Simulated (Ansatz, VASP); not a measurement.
## Ga: VASP beside Ansatz

INCAR

```
SYSTEM = Ga
PREC = Accurate ; ENCUT = 520
EDIFF = 1E-6 ; ISMEAR = -1
SIGMA = 0.08 ; LREAL = .False.
LASPH = .True. ; NELM = 100
ALGO = Normal ; ISIF = 2
LWAVE = .False. ; LCHARG = .True.
GGA = PS ; LELF = .True.
LVHAR = .True. ; NBANDS = 20
```

KPOINTS

```
Automatic mesh
0
Gamma
  13 13 13
  0 0 0
```

Contents of POSCAR:

```
Ga
1.0
    0.0000000000      2.3161760614      2.3161760614
    2.3161760614      0.0000000000      2.3161760614
    2.3161760614      2.3161760614      0.0000000000
Ga
2
Direct
   -0.1250000000     -0.1250000000     -0.1250000000
    0.1250000000      0.1250000000      0.1250000000
```

Input for Ansatz:

```yaml
crystal:
  lattice:
    - [0.0, 2.3161760614, 2.3161760614]
    - [2.3161760614, 0.0, 2.3161760614]
    - [2.3161760614, 2.3161760614, 0.0]
  atoms:
    - { symbol: Ga, position: [-0.125, -0.125, -0.125] }
    - { symbol: Ga, position: [0.125, 0.125, 0.125] }
kpoints:
  mp_grid: { grid: [13, 13, 13] }
scf:
  occupations: { method: fermi_dirac, width: 0.08 }
hamiltonian:
  xc: pbesol
  pseudopotentials: { kind: all_electron, lapw: { basis_error: 0.001 } }
output:
  forces: true
  stress: true
  eigenvalues: true
  populations: true
```

Change from the starting cell: volume scaled by 0.52, LAPW.

Alike in both runs: task single point; functional PBEsol; k mesh 13 × 13 × 13; occupations fermi-dirac, width 0.08 eV; no spin polarisation.

|  | VASP | Ansatz |
| --- | --- | --- |
| version | VASP 6.6.1 | Ansatz 0.2.0 |
| potentials or method | VASP PAW PBE potentials, release 64 (Ga_d) | all-electron LAPW, scalar-relativistic |
| plane-wave cutoff (eV) | 520 | see its input |

```csv
,VASP,Ansatz,Ansatz less VASP
pressure (GPa),129.9,127.3,-2.53
```

Ansatz ran all-electron here, so the differences hold the error of VASP's frozen core and of both bases.

Caveats: the cell as given lies far from equilibrium; so large a pressure means that the cell lies far from this level's equilibrium, or that cutoff or potentials fall short (VASP); the potentials were made for another functional, which shifts forces and pressure (VASP).
